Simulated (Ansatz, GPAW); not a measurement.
Mo: programs and potentials compared

```
Mo
1.0
    -1.58381    1.58381    1.58381
     1.58381   -1.58381    1.58381
     1.58381    1.58381   -1.58381
Mo
1
Direct
  0.00000 0.00000 0.00000
```

Alike in all runs: task band structure; functional BLYP; k mesh 12 × 12 × 12; occupations fermi-dirac, width 0.05 eV; no spin polarisation; no spin-orbit coupling. Pressure is positive in compression and, in plane waves, holds the error of the finite cutoff, which Ansatz's Pulay term estimates and takes out.

```tsv
program and potentials	plane-wave cutoff (eV)	notes	pressure (GPa)
Ansatz, Ansatz PAW	420	potentials made for PBE, which Ansatz adapts in part; Pulay term of +0.03 GPa included	7.99
Ansatz, all-electron LAPW, scalar-relativistic	-	-	8.03
GPAW, PAW data sets generated for this functional	600	-	6.92
```

The pressure spans 6.92 (GPAW, PAW data sets generated for this functional) to 8.03 GPa (Ansatz, all-electron LAPW, scalar-relativistic), with all-electron results at 8.03. Some sets were made for another functional than the one run, which can shift their rows.

Differences between rows come from potentials, basis sets and numerical settings, since the functional is the same but for its coding. Runs on potential files found faulty are left out.
